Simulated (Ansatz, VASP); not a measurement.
**One calculation of Ni, two programs**

```
CELL_PARAMETERS angstrom
-1.41140 1.41140 1.41140
1.41140 -1.41140 1.41140
1.41140 1.41140 -1.41140
ATOMIC_POSITIONS crystal
Ni 0.00000 0.00000 0.00000
```

Alike in both runs: functional RPBE; k mesh 16 × 16 × 16; occupations fermi-dirac, width 0.1 eV; no spin polarisation.

Ansatz relaxed the structure, and its values are those at the end. VASP's run is a single point on that final structure, the one shown.

```csv
,VASP,Ansatz
version,VASP 6.6.1,Ansatz 0.2.0
potentials or method,"VASP PAW PBE potentials, release 64 (Ni)","plane waves (420 eV) with PAW, scalar-relativistic"
plane-wave cutoff (eV),520,420
valence electrons in the cell,10,18
```

```tsv
	VASP	Ansatz	Ansatz less VASP
pressure (GPa)	0.2	0.0	-0.22
```

The two sets of potentials don't hold the same shells in valence.

Caveats: the PAW data sets were made with another functional, which shifts forces and pressure a little (VASP); the run has no spin polarisation, though such a crystal can be magnetic. Spin polarisation is off, so any magnetic state and its effect on volume and gap are missing.
